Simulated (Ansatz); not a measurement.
# EuS (rocksalt): other levels of theory at one geometry

The task here is to estimate one member of a computed series from the others.

Method: DFT at several levels, plane waves, PAW, in Ansatz 0.2.0.

2 further runs of the same task are left out: 2 that didn't finish.

### The starting structure

The structure is cubic, space group Fm-3m (No. 225). The conventional cell has a = 5.985 Å, b = 5.985 Å, c = 5.985 Å, α = 90.00°, β = 90.00°, γ = 90.00°. Around Eu (site symmetry m-3m) lie 6 S at 2.99 Å. Around S (site symmetry m-3m) lie 6 Eu at 2.99 Å.

Coordinates:

```cif
data_structure
_symmetry_space_group_name_H-M 'P 1'
_symmetry_Int_Tables_number 1
_cell_length_a 4.2319
_cell_length_b 4.2319
_cell_length_c 4.2319
_cell_angle_alpha 60.000
_cell_angle_beta 60.000
_cell_angle_gamma 60.000
_cell_volume 53.59
loop_
_atom_site_label
_atom_site_type_symbol
_atom_site_fract_x
_atom_site_fract_y
_atom_site_fract_z
_atom_site_occupancy
Eu1 Eu 0.50000 0.50000 0.50000 1
S1 S 0.00000 0.00000 0.00000 1
```

This cell comes from an earlier session at PBE+U (U_eff = 6 eV on Eu 4f): 26.795 Å³/atom at 0.03 GPa, on a 8×8×8 mesh, mesh gap 0.77 eV, moments in the atoms' spheres Eu 6.87; S -0.06 μB.

Levels to run: PBE+U with U = 1 eV on Eu 4f; PBE+U with U = 5 eV on Eu 4f; PBE+U with U = 3 eV on Eu 4f; PBE+U+SOC with U = 6 eV on Eu 4f, moments along [001]; HSE06; PBE+U+SOC with U = 6 eV on Eu 4f, moments along [111]. Hardware: 4 threads of Arm Neoverse V2, shared host.

The first run:

input.yaml

```yaml
crystal:
  lattice:
    - [0.0, 2.9923768132, 2.9923768132]
    - [2.9923768132, 0.0, 2.9923768132]
    - [2.9923768132, 2.9923768132, 0.0]
  atoms:
    - { symbol: Eu, position: [0.5, 0.5, 0.5], spin: 7.56 }
    - { symbol: S, position: [0.0, 0.0, 0.0] }
basis:
  ecutwfc: 420
  ecutrho_ratio: 4
kpoints:
  mp_grid: { grid: [8, 8, 8] }
hamiltonian:
  xc: pbe
  hubbard: { sites: [{ species: Eu, l: f, u_eff: 1.0 }] }
scf:
  occupations: { method: gaussian, width: 0.05 }
  lower_state_search: "off"
output:
  forces: true
  stress: true
  eigenvalues: true
  populations: true
  hubbard: { sites: [{ species: Eu, l: f }] }
  dos: { projected: true, de: 0.02 }
magnetization:
  spin_polarized: true
checkpoint:
  read: start.run
  write: ck
  compress: false
  write_wavefunctions: false
  write_every: 100000
```

start.run holds the state of a PBE+U run on this cell.

Started as:

```bash
> ansatz run input.yaml --threads 4 --pin off --max-ram 7168MiB --backend cpu --events-out ev --progress --plain --runs-dir out
```

Among the steps run: PBE+U with U = 1 eV on Eu 4f; PBE+U with U = 5 eV on Eu 4f; PBE+U with U = 3 eV on Eu 4f; Seeding on a coarse mesh: PBE+U+SOC with U = 6 eV on Eu 4f, moments along [001]; PBE+U+SOC with U = 6 eV on Eu 4f, moments along [001]; HSE06; Seeding on a coarse mesh: PBE+U+SOC with U = 6 eV on Eu 4f, moments along [111]; PBE+U+SOC with U = 6 eV on Eu 4f, moments along [111].

One of the session's tables, all rows but one given; the rest of the session is left out.

```
                                                level  pressure (GPa)  largest spin moment (μB)
                         PBE+U with U = 6 eV on Eu 4f             0.0                      6.87
                         PBE+U with U = 1 eV on Eu 4f            -2.3                      6.80
                         PBE+U with U = 3 eV on Eu 4f            -1.0                      6.84
                         PBE+U with U = 5 eV on Eu 4f            -0.2                      6.86
PBE+U+SOC with U = 6 eV on Eu 4f, moments along [001]            -0.1                      6.82
PBE+U+SOC with U = 6 eV on Eu 4f, moments along [111]            -0.1                      6.82
                                                HSE06               ?                         ?
```

**Question.** Estimate the row for HSE06.

The run gave: pressure (GPa): -0.3; largest spin moment (μB): 6.89. In the column «pressure (GPa)» it lies between PBE+U with U = 3 eV on Eu 4f (-1.0) and PBE+U with U = 5 eV on Eu 4f (-0.2).

To keep in mind: Runs that start from the base's state can stay on it, so another U may have a lower state that wasn't reached. Warnings in the runs' records: stress scf threshold loose, filled band counts differ across k points, stability check not made, stress exchange threshold loose.
